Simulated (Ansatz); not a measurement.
# SnO$_{2}$ (Fm-3m): G0W0 and the choice of datasets

```yaml
crystal:
  lattice:
    - [0.00000, 2.43663, 2.43663]
    - [2.43663, 0.00000, 2.43663]
    - [2.43663, 2.43663, 0.00000]
  atoms:
    - { symbol: Sn, position: [0.00000, 0.00000, 0.00000] }
    - { symbol: O, position: [0.25000, 0.25000, 0.25000] }
    - { symbol: O, position: [0.75000, 0.75000, 0.75000] }
```

Held fixed (Ansatz):

| Item | Value |
| --- | --- |
| orbitals | PBE |
| k mesh | 4×4×4 |
| empty bands | 186 |
| response cutoff | 200 eV |
| frequencies | plasmon pole, fitted at 0 and 27.61i eV |
| q → 0 term | analytic weight of Carrier, Rohra and Görling |
| band sums | cut at the band count |
| spin-orbit coupling | off |

The gap is read from k = (0.25, -0.5, -0.25) to Γ, linearised, between the Kohn-Sham band edges among the points solved. The direct gap is read between the top filled and lowest empty Kohn-Sham band at Γ. ε∞ is the electronic dielectric constant on this mesh.

Problem. Taking all-electron, 3300 eV as the reference, which of the others (hard PAW, 700 eV; hand-made PAW, accurate, 900 eV; hand-made PAW, 930 eV; JTH PAW, 700 eV; soft PAW (1st gen.), 420 eV; norm-conserving, 1240 eV) gives the gap farthest from it?

Solution. Farthest from all-electron, 3300 eV in the G0W0 gap: norm-conserving, 1240 eV (-0.14 eV). The nearest differs by 0.007 eV.

```tsv
datasets, wave cutoff	KS gap (eV)	G0W0 gap (eV)	direct at Γ (eV)	ε∞
all-electron, 3300 eV	1.54	2.89	4.71	4.9
hard PAW, 700 eV	1.53	2.89	4.71	4.9
hand-made PAW, accurate, 900 eV	1.53	2.89	4.78	4.9
hand-made PAW, 930 eV	1.54	2.90	4.78	4.9
JTH PAW, 700 eV	1.52	2.91	4.75	4.8
soft PAW (1st gen.), 420 eV	1.53	2.79	4.62	4.9
norm-conserving, 1240 eV	1.55	2.75	4.63	4.9
```

The cell is a model at fixed atoms and needn't be the relaxed known crystal. Soft PAW datasets can miss an all-electron G0W0 gap by more than 5 %. With norm-conserving pseudopotentials the core–valence exchange is only approximate, which can shift gaps by tenths of an eV and RPA lattice constants by most of a per cent. Points k are given in fractions of the reciprocal vectors. The mesh is coarse, so these are values at the stated settings, not converged ones. Band sums or response are cut, so the gap isn't at its basis limit. The gap is read on the mesh, and the crystal's band edges can lie off it. Meshes this coarse can overestimate the dielectric constant by a tenth and more.
